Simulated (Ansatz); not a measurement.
The system is MnS.

```xyz
2
Lattice="0.0000 2.4735 2.4735 2.4735 0.0000 2.4735 2.4735 2.4735 0.0000" Properties=species:S:1:pos:R:3 pbc="T T T"
Mn    0.0000    0.0000    0.0000
S     3.7102    3.7102    3.7102
```

The cell is a database's computed one.

Base run:

- Program: Ansatz 0.2.0
- Functional: LDA
- Potentials or basis: Ansatz PAW
- Cutoff: 420 eV
- Density cutoff: 1680 eV
- k mesh: 9 × 9 × 9
- Occupations: fermi-dirac, width 0.05 eV
- Spin: collinear spin, ferromagnetic start
- Starting moments: [4.0, 0.0] μB

Its results: band gap on the k mesh none (metal or under the smearing width); pressure -7.0 GPa; net moment 0.14 μB per cell; site moments Mn +0.12; S -0.00 μB.

After a change of settings the same cell gave: band gap on the k mesh none (metal or under the smearing width); pressure -3.0 GPa; net moment 0.24 μB per cell; site moments Mn +0.20; S -0.00 μB. Which change was it?
A. functional from LDA to r2SCAN; cutoff from 420 eV to 500 eV; density cutoff from 1680 eV to 2000 eV
B. functional from LDA to PBEsol
C. functional from LDA to r2SCAN; cutoff from 420 eV to 500 eV; density cutoff from 1680 eV to 2000 eV; hubbard terms from none to Mn d U = 2 eV; hubbard projectors from none to ortho-atomic (the default)
D. hubbard terms from none to Mn d U = 4.5 eV; hubbard projectors from none to ortho-atomic (the default)

B.

PBEsol binds less tightly than LDA, so the same cell stands under more pressure.

Caveats: the moment fell far below its start of 4 μB, so a state of higher moment may lie lower in energy; semilocal functionals often make such compounds metallic where correlation or magnetic order opens a gap, which also shifts bond lengths; the PAW data sets come from PBE, with cores solved anew for the run's functional, which leaves a small shift of forces and pressure.

Not every run made on this cell is shown here.
